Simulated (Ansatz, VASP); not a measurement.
## Two plane-wave programs on AlAu

```xyz
2
Lattice="3.1356 0.0000 0.0000 0.0000 3.1356 0.0000 0.0000 0.0000 3.1356" Properties=species:S:1:pos:R:3 pbc="T T T"
Al    0.0000    0.0000    0.0000
Au    1.5678    1.5678    1.5678
```

The cell comes from a database or a generator and needn't be the stable form of this composition.

Alike in both runs: task single point; functional r2SCAN; k mesh 9 × 9 × 9; occupations gaussian, width 0.05 eV; no spin polarisation.

|  | VASP | Ansatz |
| --- | --- | --- |
| version | VASP 6.6.1 | Ansatz 0.2.0 |
| potentials or method | VASP PAW PBE potentials, release 64 (Al, Au) | plane waves, PAW |
| plane-wave cutoff (eV) | 520 | 600 |
| valence electrons in the cell | 14 | 22 |

```csv
,VASP,Ansatz,Ansatz less VASP
pressure (GPa),6.3,6.6,+0.33
```

The functional is the same, so the differences come from potentials, cutoffs and numerics. The two sets of potentials don't hold the same shells in valence.

Caveats: the PAW data sets were made with another functional, which shifts forces and pressure a little (VASP). Spin-orbit coupling is left out, which matters for the levels of Au.
